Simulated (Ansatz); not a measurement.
# Au (P6_3/mmc) in Ansatz: equation of state

How stiff is Au in PBEsol, and what volume does it want? The cell is scaled to several volumes.

Program: Ansatz 0.2.0. These are calculated values, not measurements. Logs are shortened: lines on timing, memory, paths and dates and some standing lists are left out, and cuts for length are marked.

### 1 Starting point

The structure is hexagonal, space group P6_3/mmc (No. 194). The conventional cell has a = 2.900 Å, b = 2.900 Å, c = 4.880 Å, α = 90.00°, β = 90.00°, γ = 120.00°. Au (site symmetry -6m2) is surrounded by 12 Au at 2.90 to 2.96 Å.

This isn't the form of Au at room conditions, which is fcc.

### 2 Single point, PBEsol, 16.70 Å³/atom (volume scaled by 0.94)

File input.yaml:

```yaml
crystal:
  lattice:
    - [2.8407997153, 0.0, 0.0]
    - [-1.4203998576, 2.4602047205, 0.0]
    - [0.0, 0.0, 4.7803802105]
  atoms:
    - { symbol: Au, position: [0.6666666667, 0.3333333333, 0.25] }
    - { symbol: Au, position: [0.3333333333, 0.6666666667, 0.75] }
hamiltonian:
  xc: pbesol
  pseudopotentials: { kind: paw }
kpoints:
  mp_grid: { grid: [11, 11, 6] }
scf:
  occupations: { method: fermi_dirac, width: 0.05 }
output:
  forces: true
  stress: true
  eigenvalues: true
```

Potentials or basis: Ansatz PAW.

Command:

```console
$ ansatz run input.yaml --threads 2 --pin off --max-ram 5632MiB --backend cpu --events-out ev --progress --plain --runs-dir out
```

Log:

```text
Warning: RAYON_NUM_THREADS=2 ignored (pool sized by the plan → 2); use --threads N
Engine: ansatz 0.2.0, aarch64-unknown-linux-gnu
Pseudopotentials: kind: paw
Pseudopotential: Au, paw, valence charge 19, recommended cutoff 420 eV (normal), Au.paw.azcp
Functional definition: PBEsol
  exchange = pbesol_x
  correlation = pbesol_c
Crystal: 2 atoms, lattice volume = 33.410 Å³
Basis set: ecut = 420 eV, 651 PW (Γ), exchange–correlation on 40×40×64 points (8 copies of the dense FFT grid, shifted against one another)
Bands: 23, of which v1, the nominal top of the filled ones, is band 19 counted from 1 (18 counted from 0)
Symmetry: 24 space group operations
Space group: P63/mmc (ITA 194), of the structure as read, at distance tolerance 3.2e-5 Å
k-points: 64 of 726
Non-local potential: Au, projectors of the file, l = 0: 3, l = 1: 2, l = 2: 2, l = 3: 1
PAW form: soft (Blöchl's): semilocal exchange-correlation on the pseudo side does not see the compensation charge
PAW frozen core: Au, regenerated for the run's functional, and the local potential with it (the file was generated under x = pbe(κ = 0.804, μ = 0.2195149727645171), c = pbe(β = 0.06672455060314922))
PAW one-centre angular grid: Au, 590 points (default); XC on 64 Gauss nodes
Initial density: superposition of atomic densities (neutral atoms: chi_scale 0, normalization atom), corrected by the library's trained network
Initial wavefunctions: pseudopotential atomic-orbital guess
Functional: x = pbesol(κ = 0.804, μ = 0.12345679012345678), c = pbesol(β = 0.046)
SCF iter   1: F=—  HF=-26014.186742 eV  |F-HF|=—  |Δ(HF+E_count)|=         —  Δρ=6.93e-3  dr2=1.47e-2  ethr=1.77e-3  ⟨swp⟩=4.6  Hψ=5572  notcnv=0
preconditioner: auto → Kerker (q_TF=auto, 2.787 Å⁻¹)  [metal: Δε(μ)=0.041 eV  Ē_g=11.174 eV  σ=0.050 eV  W_gap=0.20  n_scr=10 (ndim 8)  ℏωp=30.1 eV  f_vac=0.000  D(μ)=1.05/eV (n_scr^D=2)]
SCF iter   2: F=—  HF=-26014.184050 eV  |F-HF|=—  |Δ(HF+E_count)|=   2.69e-3  Δρ=3.09e-3  dr2=2.63e-3  ethr=3.86e-5  ⟨swp⟩=2.2  Hψ=2699  notcnv=0
SCF iter   3: F=—  HF=-26014.183348 eV  |F-HF|=—  |Δ(HF+E_count)|=   7.02e-4  Δρ=6.86e-4  dr2=7.70e-5  ethr=6.91e-6  ⟨swp⟩=2.0  Hψ=2022  notcnv=0
SCF iter   4: F=—  HF=-26014.183342 eV  |F-HF|=—  |Δ(HF+E_count)|=   5.66e-6  Δρ=1.11e-4  dr2=2.03e-6  ethr=2.03e-7  ⟨swp⟩=2.3  Hψ=2423  notcnv=0
SCF iter   5: F=—  HF=-26014.183343 eV  |F-HF|=—  |Δ(HF+E_count)|=   4.62e-7  Δρ=2.25e-5  dr2=1.71e-7  ethr=5.34e-9  ⟨swp⟩=2.4  Hψ=2543  notcnv=0
SCF iter   6: F=-26014.183343 eV  HF=-26014.183343 eV  |F-HF|=4.11e-10  |Δ(HF+E_count)|=   1.03e-8  Δρ=4.05e-6  dr2=4.73e-9  ethr=2.63e-10  ⟨swp⟩=4.5  Hψ=5028  notcnv=0
SCF 1 converged in 6 iterations: F = -26014.183343 eV  dr2 = 4.73e-9
SCF converged after 6 iterations
Free energy (F): -26014.183343 eV
Harris-Foulkes:  -26014.183343 eV  (|F-HF|=4.11e-10)
Internal energy: -26014.174998 eV  (E = F + TS)
E sigma→0 (E₀):  -26014.179170 eV
Entropy (-TS):   -0.008345 eV (-4.172 meV/atom)
Fermi energy:    20.959644 eV
--- Per-component energies (eV) ---
  E_band       = -402.839043
  E_kinetic    = 1210.247079
  E_local      = -3354.155160  (includes V_loc(G=0)·N_el)
  E_nonlocal   = 155.154833
  E_hartree    = 1431.463257
  E_xc         = -453.711223
  E_vxc        = -549.950548  (∫ρ·V_xc dr)
  E_paw        = -19131.394787  (= ΣΔE_a)
  E_vpaw       = -727.064490  (= ΣTr[D̂ρ^β])
  E_aug_tail   = 0.002881  (compensation charges beyond the density's cutoff)
  E_ewald      = -5872.400835
  E_core_change = 0.618958  (= ΣΔE_core)
  E_smearing   = -0.008345  (= −TS)
  E_closure    = 0.000000  (closes the sum)
  Σ components = -26014.183343   (vs F -26014.183343, Δ=0.00e0)
--- Forces (eV/Å), atoms counted from 1 ---
  atom   1  Au    -0.00000000     0.00000000     0.00000000
  atom   2  Au     0.00000000    -0.00000000     0.00000000
  max |Σ_I F_I| component: 9.25e-18 eV/Å
--- Stress (GPa, compression-positive) ---
        4.046754       0.000000       0.000000
        0.000000       4.046754       0.000000
        0.000000       0.000000       2.494324
  P = ⅓ Tr σ = 3.5293 GPa (35.293 kbar)
--- Band table (eV; the first three rows and the last of 64) ---
  k-point 0: bands = ["-84.5570", "-84.5459", "-36.0687", "-35.8766", "-35.8766", "-35.8531", "-35.8466", "-35.8466", "10.8599", "13.3810", "16.0109", "16.3246", "16.3246", "16.6501", "16.6501", "17.3897", "17.3897", "18.8099", "18.8099", "19.6544", "23.7543", "35.4789", "36.5814"]
  k-point 1: bands = ["-84.5563", "-84.5466", "-36.0544", "-35.8746", "-35.8746", "-35.8677", "-35.8487", "-35.8487", "11.0924", "13.3622", "15.9558", "16.2771", "16.2771", "16.5815", "16.5815", "17.5601", "17.5601", "18.4495", "18.7720", "18.7720", "25.4088", "34.9814", "36.9458"]
  k-point 2: bands = ["-84.5542", "-84.5487", "-36.0153", "-35.9075", "-35.8691", "-35.8691", "-35.8542", "-35.8542", "11.7394", "13.1857", "15.8635", "16.2348", "16.2348", "16.4275", "16.4275", "16.8357", "17.9365", "17.9365", "18.6243", "18.6243", "28.4384", "34.0881", "36.2710"]
  k-point 63: bands = ["-84.5401", "-84.5401", "-36.0459", "-36.0459", "-35.9937", "-35.9937", "-35.9012", "-35.9012", "14.7688", "14.7688", "15.5404", "15.5404", "16.2673", "16.2673", "17.3064", "17.3064", "18.8905", "18.8905", "24.8121", "24.8121", "25.5964", "25.5964", "28.4451"]
```

It took 1.1 s on 2 threads of Arm Neoverse V2, shared host; peak memory 0.31 GiB.

What came out:

```
Free energy            : -26014.1833 eV
Pressure               : 3.5 GPa
Band gap on the k mesh : none (metal or under the smearing width)
```

Caveat: the PAW data sets come from PBE, with cores solved anew for the run's functional, which leaves a small shift of forces and pressure.

### 3 Single point, PBEsol, 17.06 Å³/atom (volume scaled by 0.96)

Edit input.yaml of step 2 so:

```diff
@@ -2,5 +2,5 @@
   lattice:
-    - [2.8407997153, 0.0, 0.0]
-    - [-1.4203998576, 2.4602047205, 0.0]
-    - [0.0, 0.0, 4.7803802105]
+    - [2.8608060062, 0.0, 0.0]
+    - [-1.4304030031, 2.4775306767, 0.0]
+    - [0.0, 0.0, 4.8140459691]
   atoms:
@@ -19 +19,5 @@
   eigenvalues: true
+  write_density: true
+  write_potential: true
+  elf: true
+  volumetric_format: npy
```

Potentials or basis: Ansatz PAW.

Command:

```console
$ ansatz run input.yaml --threads 2 --pin off --max-ram 5632MiB --backend cpu --events-out ev --progress --plain --runs-dir out
```

Wall time 1.5 s (2 threads of Arm Neoverse V2, shared host); peak memory 0.31 GiB.

It converged, with:

* Free energy: -26014.1904 eV
* Pressure: -0.3 GPa
* Band gap on the k mesh: none (metal or under the smearing width)

Caveat: the PAW data sets come from PBE, with cores solved anew for the run's functional, which leaves a small shift of forces and pressure.

### 4 Single point, PBEsol, 17.42 Å³/atom (volume scaled by 0.98)

Edit input.yaml of step 3 so:

```diff
@@ -2,5 +2,5 @@
   lattice:
-    - [2.8608060062, 0.0, 0.0]
-    - [-1.4304030031, 2.4775306767, 0.0]
-    - [0.0, 0.0, 4.8140459691]
+    - [2.8805363263, 0.0, 0.0]
+    - [-1.4402681631, 2.4946176351, 0.0]
+    - [0.0, 0.0, 4.8472473353]
   atoms:
```

Command:

```console
$ ansatz run input.yaml --threads 2 --pin off --max-ram 5632MiB --backend cpu --events-out ev --progress --plain --runs-dir out
```

Wall time 1.6 s (2 threads of Arm Neoverse V2, shared host); peak memory 0.32 GiB.

The run converged. Its results:

| Property | Result |
| --- | --- |
| Free energy | -26014.1817 eV |
| Pressure | -3.6 GPa |
| Band gap on the k mesh | none (metal or under the smearing width) |

Caveat: the PAW data sets come from PBE, with cores solved anew for the run's functional, which leaves a small shift of forces and pressure.

### 5 Single point, PBEsol, 17.77 Å³/atom

Edit input.yaml of step 4 so:

```diff
@@ -2,5 +2,5 @@
   lattice:
-    - [2.8805363263, 0.0, 0.0]
-    - [-1.4402681631, 2.4946176351, 0.0]
-    - [0.0, 0.0, 4.8472473353]
+    - [2.9, 0.0, 0.0]
+    - [-1.45, 2.511473671, 0.0]
+    - [0.0, 0.0, 4.88]
   atoms:
@@ -19,5 +19 @@
   eigenvalues: true
-  write_density: true
-  write_potential: true
-  elf: true
-  volumetric_format: npy
```

Potentials or basis: Ansatz PAW.

Command:

```console
$ ansatz run input.yaml --threads 2 --pin off --max-ram 5632MiB --backend cpu --events-out ev --progress --plain --runs-dir out
```

Log:

```text
Warning: RAYON_NUM_THREADS=2 ignored (pool sized by the plan → 2); use --threads N
Engine: ansatz 0.2.0, aarch64-unknown-linux-gnu
Pseudopotentials: kind: paw
Pseudopotential: Au, paw, valence charge 19, recommended cutoff 420 eV (normal), Au.paw.azcp
Functional definition: PBEsol
  exchange = pbesol_x
  correlation = pbesol_c
Crystal: 2 atoms, lattice volume = 35.542 Å³
Basis set: ecut = 420 eV, 701 PW (Γ), exchange–correlation on 40×40×72 points (8 copies of the dense FFT grid, shifted against one another)
Bands: 23, of which v1, the nominal top of the filled ones, is band 19 counted from 1 (18 counted from 0)
Symmetry: 24 space group operations
Space group: P63/mmc (ITA 194), of the structure as read, at distance tolerance 3.3e-5 Å
k-points: 64 of 726
Non-local potential: Au, projectors of the file, l = 0: 3, l = 1: 2, l = 2: 2, l = 3: 1
PAW form: soft (Blöchl's): semilocal exchange-correlation on the pseudo side does not see the compensation charge
PAW frozen core: Au, regenerated for the run's functional, and the local potential with it (the file was generated under x = pbe(κ = 0.804, μ = 0.2195149727645171), c = pbe(β = 0.06672455060314922))
PAW one-centre angular grid: Au, 590 points (default); XC on 64 Gauss nodes
Initial density: superposition of atomic densities (neutral atoms: chi_scale 0, normalization atom), corrected by the library's trained network
Initial wavefunctions: pseudopotential atomic-orbital guess
Functional: x = pbesol(κ = 0.804, μ = 0.12345679012345678), c = pbesol(β = 0.046)
SCF iter   1: F=—  HF=-26014.162661 eV  |F-HF|=—  |Δ(HF+E_count)|=         —  Δρ=6.61e-3  dr2=1.45e-2  ethr=1.77e-3  ⟨swp⟩=4.6  Hψ=5580  notcnv=0
preconditioner: auto → Kerker (q_TF=auto, 2.759 Å⁻¹)  [metal: Δε(μ)=0.028 eV  Ē_g=10.596 eV  σ=0.050 eV  W_gap=0.14  n_scr=10 (ndim 8)  ℏωp=29.2 eV  f_vac=0.000  D(μ)=1.14/eV (n_scr^D=2)]
SCF iter   2: F=—  HF=-26014.160019 eV  |F-HF|=—  |Δ(HF+E_count)|=   2.64e-3  Δρ=2.88e-3  dr2=2.47e-3  ethr=3.82e-5  ⟨swp⟩=2.2  Hψ=2702  notcnv=0
SCF iter   3: F=—  HF=-26014.159361 eV  |F-HF|=—  |Δ(HF+E_count)|=   6.58e-4  Δρ=6.78e-4  dr2=8.29e-5  ethr=6.49e-6  ⟨swp⟩=2.0  Hψ=1987  notcnv=0
SCF iter   4: F=—  HF=-26014.159380 eV  |F-HF|=—  |Δ(HF+E_count)|=   1.95e-5  Δρ=1.13e-4  dr2=2.23e-6  ethr=2.18e-7  ⟨swp⟩=2.3  Hψ=2437  notcnv=0
SCF iter   5: F=—  HF=-26014.159381 eV  |F-HF|=—  |Δ(HF+E_count)|=   5.08e-7  Δρ=2.34e-5  dr2=2.14e-7  ethr=5.87e-9  ⟨swp⟩=2.2  Hψ=2334  notcnv=0
SCF iter   6: F=-26014.159381 eV  HF=-26014.159381 eV  |F-HF|=4.07e-10  |Δ(HF+E_count)|=   1.95e-8  Δρ=4.24e-6  dr2=5.91e-9  ethr=2.63e-10  ⟨swp⟩=4.4  Hψ=5074  notcnv=0
SCF 1 converged in 6 iterations: F = -26014.159381 eV  dr2 = 5.91e-9
SCF converged after 6 iterations
Free energy (F): -26014.159381 eV
Harris-Foulkes:  -26014.159381 eV  (|F-HF|=4.07e-10)
Internal energy: -26014.150780 eV  (E = F + TS)
E sigma→0 (E₀):  -26014.155081 eV
Entropy (-TS):   -0.008601 eV (-4.300 meV/atom)
Fermi energy:    19.267626 eV
--- Per-component energies (eV) ---
  E_band       = -457.208326
  E_kinetic    = 1207.557202
  E_local      = -3538.189383  (includes V_loc(G=0)·N_el)
  E_nonlocal   = 155.489197
  E_hartree    = 1496.602007
  E_xc         = -452.227603
  E_vxc        = -547.959229  (∫ρ·V_xc dr)
  E_paw        = -19131.481619  (= ΣΔE_a)
  E_vpaw       = -727.312868  (= ΣTr[D̂ρ^β])
  E_aug_tail   = 0.002743  (compensation charges beyond the density's cutoff)
  E_ewald      = -5752.522283
  E_core_change = 0.618958  (= ΣΔE_core)
  E_smearing   = -0.008601  (= −TS)
  E_closure    = 0.000000  (closes the sum)
  Σ components = -26014.159381   (vs F -26014.159381, Δ=0.00e0)
--- Forces (eV/Å), atoms counted from 1 ---
  atom   1  Au    -0.00000000    -0.00000000     0.00000000
  atom   2  Au     0.00000000     0.00000000    -0.00000000
  max |Σ_I F_I| component: 4.63e-18 eV/Å
--- Stress (GPa, compression-positive) ---
       -6.281184       0.000000      -0.000000
        0.000000      -6.281184      -0.000000
       -0.000000      -0.000000      -6.763240
  P = ⅓ Tr σ = -6.4419 GPa (-64.419 kbar)
--- Band table (eV; the first three rows and the last of 64) ---
  k-point 0: bands = ["-86.0287", "-86.0207", "-37.5079", "-37.3618", "-37.3618", "-37.3406", "-37.3382", "-37.3382", "9.8139", "12.2510", "14.6702", "14.9540", "14.9540", "15.2439", "15.2439", "15.9113", "15.9113", "17.1860", "17.1860", "18.2612", "21.7580", "33.8205", "34.8467"]
  k-point 1: bands = ["-86.0282", "-86.0213", "-37.4969", "-37.3602", "-37.3602", "-37.3519", "-37.3398", "-37.3398", "10.0335", "12.2285", "14.6221", "14.9109", "14.9109", "15.1828", "15.1828", "16.0641", "16.0641", "17.0363", "17.1508", "17.1508", "23.4237", "33.3287", "35.0735"]
  k-point 2: bands = ["-86.0267", "-86.0227", "-37.4664", "-37.3828", "-37.3559", "-37.3559", "-37.3441", "-37.3441", "10.6470", "12.0463", "14.5437", "14.8723", "14.8723", "15.0450", "15.0450", "15.4729", "16.4009", "16.4009", "17.0165", "17.0165", "26.3798", "32.2181", "34.3547"]
  k-point 63: bands = ["-86.0165", "-86.0165", "-37.4932", "-37.4932", "-37.4531", "-37.4531", "-37.3791", "-37.3791", "13.5531", "13.5531", "14.2661", "14.2661", "14.9247", "14.9247", "15.8486", "15.8486", "17.2586", "17.2586", "22.9142", "22.9142", "23.6365", "23.6365", "26.4439"]
```

Run time: 1.1 s. Hardware: 2 threads of Arm Neoverse V2, shared host; peak memory 0.31 GiB.

What came out:

| Item | Value |
| --- | --- |
| Free energy | -26014.1594 eV |
| Pressure | -6.4 GPa |
| Band gap on the k mesh | none (metal or under the smearing width) |

Caveat: the PAW data sets come from PBE, with cores solved anew for the run's functional, which leaves a small shift of forces and pressure.

### 6 Single point, PBEsol, 18.13 Å³/atom (volume scaled by 1.02)

Edit input.yaml of step 5 so:

```diff
@@ -2,5 +2,5 @@
   lattice:
-    - [2.9, 0.0, 0.0]
-    - [-1.45, 2.511473671, 0.0]
-    - [0.0, 0.0, 4.88]
+    - [2.9192058577, 0.0, 0.0]
+    - [-1.4596029289, 2.5281064317, 0.0]
+    - [0.0, 0.0, 4.9123188227]
   atoms:
```

Potentials or basis: Ansatz PAW.

Command:

```console
$ ansatz run input.yaml --threads 2 --pin off --max-ram 5632MiB --backend cpu --events-out ev --progress --plain --runs-dir out
```

Run time: 1.3 s. Hardware: 2 threads of Arm Neoverse V2, shared host; peak memory 0.31 GiB.

Results (log left out):

| Item | Value |
| --- | --- |
| Free energy | -26014.1251 eV |
| Pressure | -8.9 GPa |
| Band gap on the k mesh | none (metal or under the smearing width) |

Caveat: the PAW data sets come from PBE, with cores solved anew for the run's functional, which leaves a small shift of forces and pressure.

### 7 Single point, PBEsol, 18.48 Å³/atom (volume scaled by 1.04)

Edit input.yaml of step 6 so:

```diff
@@ -2,5 +2,5 @@
   lattice:
-    - [2.9192058577, 0.0, 0.0]
-    - [-1.4596029289, 2.5281064317, 0.0]
-    - [0.0, 0.0, 4.9123188227]
+    - [2.9381622711, 0.0, 0.0]
+    - [-1.4690811355, 2.5445231672, 0.0]
+    - [0.0, 0.0, 4.9442178906]
   atoms:
```

Command:

```console
$ ansatz run input.yaml --threads 2 --pin off --max-ram 5632MiB --backend cpu --events-out ev --progress --plain --runs-dir out
```

It took 1.2 s on 2 threads of Arm Neoverse V2, shared host; peak memory 0.32 GiB.

The run converged. Its results:

```
Free energy            : -26014.0805 eV
Pressure               : -11.1 GPa
Band gap on the k mesh : none (metal or under the smearing width)
```

Caveat: the PAW data sets come from PBE, with cores solved anew for the run's functional, which leaves a small shift of forces and pressure.

### 8 Single point, PBEsol, 18.84 Å³/atom (volume scaled by 1.06)

Edit input.yaml of step 7 so:

```diff
@@ -2,5 +2,5 @@
   lattice:
-    - [2.9381622711, 0.0, 0.0]
-    - [-1.4690811355, 2.5445231672, 0.0]
-    - [0.0, 0.0, 4.9442178906]
+    - [2.956877185, 0.0, 0.0]
+    - [-1.4784385925, 2.5607307581, 0.0]
+    - [0.0, 0.0, 4.9757105734]
   atoms:
```

Command:

```console
$ ansatz run input.yaml --threads 2 --pin off --max-ram 5632MiB --backend cpu --events-out ev --progress --plain --runs-dir out
```

Run time: 1.3 s. Hardware: 2 threads of Arm Neoverse V2, shared host; peak memory 0.32 GiB.

Results (log left out):

```yaml
Free_energy: -26014.0270 eV
Pressure: -13.0 GPa
Band_gap_on_the_k_mesh: none (metal or under the smearing width)
```

Caveat: the PAW data sets come from PBE, with cores solved anew for the run's functional, which leaves a small shift of forces and pressure.

### 9 Equation of state, PBEsol

Potentials or basis: Ansatz PAW.

This step only gathers the single runs of the series.

Results:

* Equilibrium volume: 17.03 Å³/atom
* Bulk modulus at fixed shape and positions: 171 GPa
* Pressure derivative of the bulk modulus: 5.6

Energy against volume, from the lowest point:
```
volume (Å³/atom)  energy (meV/atom)
          16.705               3.52
          17.060               0.00
          17.416               4.33
          17.771              15.50
          18.127              32.64
          18.482              54.93
          18.837              81.70
```

Caveat: the cell was scaled at fixed shape and fractional positions, which overstates the stiffness of a crystal with free parameters, most of all of layers and chains.
